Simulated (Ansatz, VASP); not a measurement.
## One calculation of ZrB2, two programs

```xyz
3
Lattice="3.1710 0.0000 0.0476 -1.5855 2.7461 -0.0238 0.0531 0.0000 3.5428" Properties=species:S:1:pos:R:3 pbc="T T T"
Zr    0.0000    0.0000    0.0000
B     0.0266    1.8308    1.7714
B     1.6120    0.9154    1.7952
```

Change from the starting cell: strain e5 = +0.03, atoms carried along.

Alike in both runs: task single point; functional PBE; k mesh 12 × 12 × 10; occupations gaussian, width 0.05 eV; no spin polarisation.

|  | VASP | Ansatz |
| --- | --- | --- |
| version | VASP 6.6.1 | Ansatz 0.2.0 |
| potentials or method | VASP PAW PBE potentials, release 64 (Zr_sv, B) | scalar-relativistic, plane waves, PAW |
| plane-wave cutoff (eV) | 520 | 420 |
| valence electrons in the cell | 18 | 18 |

|  | VASP | Ansatz | Ansatz less VASP |
| --- | --- | --- | --- |
| gap on the k mesh at the Fermi level (eV) | none | none | - |
| pressure (GPa) | 0.4 | 0.3 | -0.14 |
| largest component of the traceless stress (GPa) | 7.38 | 7.36 | -0.015 |
| rms of the force components (eV/Å) | 0.004 | 0.004 | 0.0000 |

Atom by atom the forces differ by 0.000 eV/Å (rms over components). A gap of «none» marks a metal or a gap that the smearing closes.
